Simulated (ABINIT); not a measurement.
# BAs (F-43m): G0W0 in ABINIT against the screening cutoff in the self-energy

Aim: move the screening cutoff in the self-energy of a G0W0 run on BAs (F-43m) over a wide range.

Method: PBE and many-body steps on it, plane waves, in ABINIT 10.8.3.

**1. The structure**

It takes space group F-43m (No. 216, cubic). The conventional cell has a = 4.777 Å, b = 4.777 Å, c = 4.777 Å, α = 90.00°, β = 90.00°, γ = 90.00°. B has 4 As at 2.07 Å nearest. As has 4 B at 2.07 Å nearest. Farther neighbours are not listed.

The cell and positions come from the Crystallography Open Database and are kept as given unless a step says otherwise.

**2. Screening, 6×6×6 mesh, 253 bands, screening to 326.5 eV**

This step: ABINIT 10.8.3; RPA screening on PBE, plane waves, norm-conserving pseudopotentials.

The RPA dielectric matrix is built and inverted for each q.

Contents of run.abi:

```
acell 3*1.0 Angstrom
rprim 
  -0.000000000000 2.388500000000 2.388500000000
  2.388500000000 -0.000000000000 2.388500000000
  2.388500000000 2.388500000000 -0.000000000000
ntypat 2
znucl 5 33
natom 2
typat 1 2
xred 
  0.000000000000 0.000000000000 0.000000000000
  0.250000000000 0.250000000000 0.250000000000
pp_dirpath "pseudos"
pseudos "B.upf, As.upf"
ecut 38
ngkpt 6 6 6
nshiftk 1
shiftk 0 0 0
kptopt 1
chksymbreak 0
istwfk *1
occopt 1
irdwfk 1
optdriver 3
nband 253
ecuteps 12
inclvkb 2
awtr 1
symchi 1
indata_prefix "in"
outdata_prefix "out"
tmpdata_prefix "tmp"
```

Run with:

```sh
> OMP_NUM_THREADS=1 mpirun -n 8 abinit run.abi > log
```

Log:

```text
.Version 10.8.3 of ABINIT. v10.8.2 released Aug 2026.

 Symmetries : space group F-4 3 m (#216); Bravais cF (face-center cubic)
[... echo of the input left out ...]
== DATASET  1 ==================================================================
-   mpi_nproc: 8, omp_nthreads: 1 (-1 if OMP is not activated)

--- !DatasetInfo
iteration_state: {dtset: 1, }
dimensions: {natom: 2, nkpt: 16, mband: 253, nsppol: 1, nspinor: 1, nspden: 1, mpw: 2085, }
cutoff_energies: {ecut:  38.0, pawecutdg:  -1.0, }
electrons: {nelect:   1.80000000E+01, charge:   0.00000000E+00, occopt:   1.00000000E+00, tsmear:   1.00000000E-02, }

 SCREENING: Calculation of the susceptibility and dielectric matrices

 Based on a program developped by R.W. Godby, V. Olevano, G. Onida, and L. Reining.
 Incorporated in ABINIT by V. Olevano, G.-M. Rignanese, and M. Torrent.
.Using double precision arithmetic ; gwpc =  8

[... cell and pseudopotentials left out ...]
--------------------------------------------------------------------------------

 ==== K-mesh for the wavefunctions ====
 Number of points in the irreducible wedge :    16
[... list of points left out ...]
 Together with 24 symmetry operations and time-reversal symmetry
 yields   216 points in the full Brillouin Zone.

 ==== Q-mesh for the screening function ====
 Number of points in the irreducible wedge :    16
[... list of points left out ...]
 Together with 24 symmetry operations and time-reversal symmetry
 yields   216 points in the full Brillouin Zone.

 setmesh: FFT mesh size selected  =    27x   27x   27
          total number of points  =        19683

 vcoul_init : cutoff-mode = AUXILIARY_FUNCTION
 q-points for optical limit:   1
     1)      0.000010    0.000020    0.000030

- screening: taking advantage of time-reversal symmetry
- Maximum band index for partially occupied states nbvw = 9
- Remaining bands to be divided among processors   nbcw = 244
- Number of bands treated by each node ~30

 Number of electrons calculated from density =   18.0000; Expected =   18.0000
 average of density, n =  0.097875
 r_s =    1.3461
 omega_plasma =   30.1780 [eV]

 calculating chi0 at frequencies [eV] :
  1    0.000000E+00    0.000000E+00
  2    0.000000E+00    3.017802E+01

--------------------------------------------------------------------------------
  q-point number  1        q = ( 0.000000, 0.000000, 0.000000) [r.l.u.]
--------------------------------------------------------------------------------
[... chi0 elements left out ...]
 For q-point:  0.000010 0.000020 0.000030
  dielectric constant =  10.4890
  dielectric constant without local fields =  11.4890

  Average fulfillment of the sum rule on Im[epsilon] for q-point    1 :    123.09  [%]
[... wings left out ...]
  q-point number  2        q = ( 0.166667, 0.000000, 0.000000) [r.l.u.]
--------------------------------------------------------------------------------
[... chi0 elements left out ...]
  Average fulfillment of the sum rule on Im[epsilon] for q-point    2 :    153.60  [%]

 [... 14 further q-points ...]
```

Wall time 2.7 min (8 MPI ranks of AMD EPYC 7B13 (Zen 3), shared host); peak memory 2.8 GiB; 21 min of CPU time.

Numbers from this step:

* ε∞ with local fields, on this mesh, along the program's q direction: 10.49
* the same without local fields: 11.49
* plasma frequency: 30.18 eV
* plane waves in the screening matrix: 339

Local fields lower ε∞ by 9 %.

**3. 1.2 Ha**

This step: G0W0 on PBE, plane waves, norm-conserving pseudopotentials.

Changes to run.abi since step 2:

```diff
@@ -23,8 +23,17 @@
 irdwfk 1
-optdriver 3
+optdriver 4
 nband 253
-ecuteps 12
-inclvkb 2
-awtr 1
-symchi 1
+gwcalctyp 0
+ecutsigx 38
+symsigma 1
+nkptgw 2
+kptgw 
+  0.0000000000 0.0000000000 0.0000000000
+  0.3333333333 0.3333333333 0.0000000000
+bdgw 
+  7 12
+  8 11
+ecuteps 1.2
+irdscr 1
+ppmodel 1
 indata_prefix "in"
```

Log:

```text
.Version 10.8.3 of ABINIT. v10.8.2 released Aug 2026.

 Symmetries : space group F-4 3 m (#216); Bravais cF (face-center cubic)
[... echo of the input left out ...]
== DATASET  1 ==================================================================
-   mpi_nproc: 8, omp_nthreads: 1 (-1 if OMP is not activated)

--- !DatasetInfo
iteration_state: {dtset: 1, }
dimensions: {natom: 2, nkpt: 16, mband: 253, nsppol: 1, nspinor: 1, nspden: 1, mpw: 2085, }
cutoff_energies: {ecut:  38.0, pawecutdg:  -1.0, }
electrons: {nelect:   1.80000000E+01, charge:   0.00000000E+00, occopt:   1.00000000E+00, tsmear:   1.00000000E-02, }

 SIGMA: Calculation of the GW corrections

 Based on a program developped by R.W. Godby, V. Olevano, G. Onida, and L. Reining.
 Incorporated in ABINIT by V. Olevano, G.-M. Rignanese, and M. Torrent.
.Using double precision arithmetic ; gwpc =  8

[... cell and pseudopotentials left out ...]
--------------------------------------------------------------------------------

 ==== K-mesh for the wavefunctions ====
 Number of points in the irreducible wedge :    16
[... list of points left out ...]
 Together with 24 symmetry operations and time-reversal symmetry
 yields   216 points in the full Brillouin Zone.

 ==== Q-mesh for screening function ====
 Number of points in the irreducible wedge :    16
[... list of points left out ...]
 Together with 24 symmetry operations and time-reversal symmetry
 yields   216 points in the full Brillouin Zone.

 vcoul_init : cutoff-mode = AUXILIARY_FUNCTION
 q-points for optical limit:   1
     1)      0.000010    0.000020    0.000030
 setmesh: FFT mesh size selected  =    36x   36x   36
          total number of points  =        46656

 Number of electrons calculated from density =   18.0000; Expected =   18.0000
 average of density, n =  0.097875
 r_s =    1.3461
 omega_plasma =   30.1780 [eV]

 === KS Band Gaps ===
  >>>> For spin  1
   Minimum direct gap =   3.2922 [eV], located at k-point      :   0.0000  0.0000  0.0000
   Fundamental gap    =   1.2941 [eV], Top of valence bands at :   0.0000  0.0000  0.0000
                                       Bottom of conduction at :   0.3333  0.3333  0.0000
 SIGMA fundamental parameters:
 PLASMON POLE MODEL  1
 number of plane-waves for SigmaX                 2085
 number of plane-waves for SigmaC and W             15
 number of plane-waves for wavefunctions          2085
 number of bands                                   253
 number of independent spin polarizations            1
 number of spinorial components                      1
 number of k-points in IBZ                          16
 number of q-points in IBZ                          16
 number of symmetry operations                      24
 number of k-points in BZ                          216
 number of q-points in BZ                          216
 number of frequencies for dSigma/dE                 9
 frequency step for dSigma/dE [eV]                0.25
 number of omega for Sigma on real axis              0
 max omega for Sigma on real axis  [eV]           0.00
 zcut for avoiding poles [eV]                     0.10

 EPSILON^-1 parameters (SCR file):
 dimension of the eps^-1 matrix on file            339
 dimension of the eps^-1 matrix used                15
 number of plane-waves for wavefunctions          2085
 number of bands                                   253
 number of q-points in IBZ                          16
 number of frequencies                               2
 number of real frequencies                          1
 number of imag frequencies                          1

 matrix elements of self-energy operator (all in [eV])

 Perturbative Calculation

--- !SelfEnergy_ee
iteration_state: {dtset: 1, }
kpoint     : [   0.000,    0.000,    0.000, ]
spin       : 1
KS_gap     :    3.292
QP_gap     :    3.876
Delta_QP_KS:    0.583
data: !SigmaeeData |
     Band     E0 <VxcDFT>   SigX SigC(E0)      Z dSigC/dE  Sig(E)    E-E0       E
        7   6.564 -13.701 -15.543   1.526   0.819  -0.221 -13.960  -0.259   6.306
        8   6.564 -13.701 -15.543   1.526   0.819  -0.221 -13.960  -0.259   6.306
        9   6.564 -13.701 -15.543   1.526   0.819  -0.221 -13.960  -0.259   6.306
       10   9.857 -12.550  -8.416  -3.737   0.819  -0.221 -12.225   0.325  10.182
       11   9.857 -12.550  -8.416  -3.737   0.819  -0.221 -12.225   0.325  10.182
       12   9.857 -12.550  -8.416  -3.737   0.819  -0.221 -12.225   0.325  10.182

--- !SelfEnergy_ee
iteration_state: {dtset: 1, }
kpoint     : [   0.333,    0.333,    0.000, ]
spin       : 1
KS_gap     :    4.745
QP_gap     :    5.700
Delta_QP_KS:    0.956
data: !SigmaeeData |
     Band     E0 <VxcDFT>   SigX SigC(E0)      Z dSigC/dE  Sig(E)    E-E0       E
        8   3.114 -12.780 -16.164   2.609   0.805  -0.242 -13.405  -0.625   2.489
        9   3.114 -12.780 -16.164   2.609   0.805  -0.242 -13.405  -0.625   2.489
       10   7.859 -11.353  -7.290  -3.662   0.824  -0.213 -11.023   0.331   8.189
       11   9.721 -10.888  -6.139  -4.325   0.823  -0.216 -10.539   0.349  10.070

== END DATASET(S) ==============================================================
================================================================================

 -outvars: echo values of variables after computation  --------
           etotal      0.0000000000E+00
            nband         253
             nkpt          16
          spgroup         216
 [... the other variables as echoed above ...]

 Calculation completed.
```

Run time: 5 s. Hardware: 8 MPI ranks; peak memory 1.2 GiB; 38 s of CPU time.

Numbers from this step:

```yaml
g0w0_gap_on_the_points_computed: 1.883 eV
starting_gap_on_the_mesh: 1.294 eV
k_of_the_valence_top: 0, 0, 0
k_of_the_conduction_bottom: 0.3333, 0.3333, 0
z_at_the_valence_top: 0.819
z_at_the_conduction_bottom: 0.824
least_direct_g0w0_gap_on_the_computed_points: 3.876 eV
```

**4. 2.4 Ha**

Changes to run.abi since step 3:

```diff
@@ -35,3 +35,3 @@
   8 11
-ecuteps 1.2
+ecuteps 2.4
 irdscr 1
```

Log:

```text
.Version 10.8.3 of ABINIT. v10.8.2 released Aug 2026.

 Symmetries : space group F-4 3 m (#216); Bravais cF (face-center cubic)
[... echo of the input left out ...]
== DATASET  1 ==================================================================
-   mpi_nproc: 8, omp_nthreads: 1 (-1 if OMP is not activated)

--- !DatasetInfo
iteration_state: {dtset: 1, }
dimensions: {natom: 2, nkpt: 16, mband: 253, nsppol: 1, nspinor: 1, nspden: 1, mpw: 2085, }
cutoff_energies: {ecut:  38.0, pawecutdg:  -1.0, }
electrons: {nelect:   1.80000000E+01, charge:   0.00000000E+00, occopt:   1.00000000E+00, tsmear:   1.00000000E-02, }

 SIGMA: Calculation of the GW corrections

 Based on a program developped by R.W. Godby, V. Olevano, G. Onida, and L. Reining.
 Incorporated in ABINIT by V. Olevano, G.-M. Rignanese, and M. Torrent.
.Using double precision arithmetic ; gwpc =  8

[... cell and pseudopotentials left out ...]
--------------------------------------------------------------------------------

 ==== K-mesh for the wavefunctions ====
 Number of points in the irreducible wedge :    16
[... list of points left out ...]
 Together with 24 symmetry operations and time-reversal symmetry
 yields   216 points in the full Brillouin Zone.

 ==== Q-mesh for screening function ====
 Number of points in the irreducible wedge :    16
[... list of points left out ...]
 Together with 24 symmetry operations and time-reversal symmetry
 yields   216 points in the full Brillouin Zone.

 vcoul_init : cutoff-mode = AUXILIARY_FUNCTION
 q-points for optical limit:   1
     1)      0.000010    0.000020    0.000030
 setmesh: FFT mesh size selected  =    36x   36x   36
          total number of points  =        46656

 Number of electrons calculated from density =   18.0000; Expected =   18.0000
[...]
number of omega for Sigma on real axis              0
 max omega for Sigma on real axis  [eV]           0.00
 zcut for avoiding poles [eV]                     0.10

 EPSILON^-1 parameters (SCR file):
 dimension of the eps^-1 matrix on file            339
 dimension of the eps^-1 matrix used                27
 number of plane-waves for wavefunctions          2085
 number of bands                                   253
 number of q-points in IBZ                          16
 number of frequencies                               2
 number of real frequencies                          1
 number of imag frequencies                          1

 matrix elements of self-energy operator (all in [eV])

 Perturbative Calculation

--- !SelfEnergy_ee
iteration_state: {dtset: 1, }
kpoint     : [   0.000,    0.000,    0.000, ]
spin       : 1
KS_gap     :    3.292
QP_gap     :    3.907
Delta_QP_KS:    0.615
data: !SigmaeeData |
     Band     E0 <VxcDFT>   SigX SigC(E0)      Z dSigC/dE  Sig(E)    E-E0       E
        7   6.564 -13.701 -15.543   1.306   0.813  -0.230 -14.137  -0.436   6.129
        8   6.564 -13.701 -15.543   1.306   0.813  -0.230 -14.137  -0.436   6.129
        9   6.564 -13.701 -15.543   1.306   0.813  -0.230 -14.137  -0.436   6.129
[...]
--- !SelfEnergy_ee
iteration_state: {dtset: 1, }
kpoint     : [   0.333,    0.333,    0.000, ]
spin       : 1
KS_gap     :    4.745
QP_gap     :    5.710
Delta_QP_KS:    0.965
data: !SigmaeeData |
     Band     E0 <VxcDFT>   SigX SigC(E0)      Z dSigC/dE  Sig(E)    E-E0       E
[...]
10   7.859 -11.353  -7.290  -3.821   0.820  -0.219 -11.154   0.199   8.057
       11   9.721 -10.888  -6.139  -4.465   0.819  -0.221 -10.655   0.233   9.954

== END DATASET(S) ==============================================================
================================================================================

 -outvars: echo values of variables after computation  --------
           etotal      0.0000000000E+00
            nband         253
             nkpt          16
          spgroup         216
 [... the other variables as echoed above ...]

 Calculation completed.
```

Elapsed: 5.1 s, on 8 MPI ranks; peak memory 0.91 GiB; 39 s of CPU time.

Numbers from this step:

```
G0W0 gap on the points computed              : 1.928 eV
starting gap on the mesh                     : 1.294 eV
k of the valence top                         : 0, 0, 0
k of the conduction bottom                   : 0.3333, 0.3333, 0
Z at the valence top                         : 0.813
Z at the conduction bottom                   : 0.82
least direct G0W0 gap on the computed points : 3.907 eV
```

**5. 4.2 Ha**

The self-energy is evaluated for the states that the input lists, and the levels follow from it, in one-shot runs by the linearised quasiparticle equation.

Changes to run.abi since step 4:

```diff
@@ -35,3 +35,3 @@
   8 11
-ecuteps 2.4
+ecuteps 4.2
 irdscr 1
```

Log:

```text
.Version 10.8.3 of ABINIT. v10.8.2 released Aug 2026.

 Symmetries : space group F-4 3 m (#216); Bravais cF (face-center cubic)
[... echo of the input left out ...]
== DATASET  1 ==================================================================
-   mpi_nproc: 8, omp_nthreads: 1 (-1 if OMP is not activated)

--- !DatasetInfo
iteration_state: {dtset: 1, }
dimensions: {natom: 2, nkpt: 16, mband: 253, nsppol: 1, nspinor: 1, nspden: 1, mpw: 2085, }
cutoff_energies: {ecut:  38.0, pawecutdg:  -1.0, }
[...]
Band     E0 <VxcDFT>   SigX SigC(E0)      Z dSigC/dE  Sig(E)    E-E0       E
[...]
10   7.859 -11.353  -7.290  -4.019   0.816  -0.225 -11.317   0.036   7.895
       11   9.721 -10.888  -6.139  -4.640   0.815  -0.226 -10.799   0.089   9.810

== END DATASET(S) ==============================================================
================================================================================

 -outvars: echo values of variables after computation  --------
           etotal      0.0000000000E+00
            nband         253
             nkpt          16
          spgroup         216
 [... the other variables as echoed above ...]

 Calculation completed.
```

Wall time 6.6 s (8 MPI ranks); peak memory 1.7 GiB; 51 s of CPU time.

This step gave:

```yaml
g0w0_gap_on_the_points_computed: 2.105 eV
starting_gap_on_the_mesh: 1.294 eV
k_of_the_valence_top: 0, 0, 0
k_of_the_conduction_bottom: 0.3333, 0.3333, 0
least_direct_g0w0_gap_on_the_computed_points: 4.037 eV
```

The gap on the mesh goes from 1.29 eV to 2.10 eV, a correction of +0.81 eV.

(Part 1 of 2 ends here.)

[Paths, hosts, dates, memory and timing lines, banners, echoed tables and standing remarks are left out of the program output.]

[Logs are printed without paths, hosts, clocks, repeated set-up lines and the standing remarks that a program may print on its own settings, such as how far it seeks lower states.]

[Runs of the session that timed out or met a known fault of the program may be left out.]

[Hosts, paths, dates, database ids (printed as entryN), source tags and the programs' standing remarks are cut or masked in the printed files.]

[G0W0 gaps are taken among the corrected bands and points alone; a level outside them can change the order at an edge.]

[Where Ansatz stands beside ABINIT at settings called matched, ABINIT's density can come from a denser mesh and the files from another edition; pairs whose starting gaps differed by over 0.03 eV were left out, so agreement reads better than it is.]
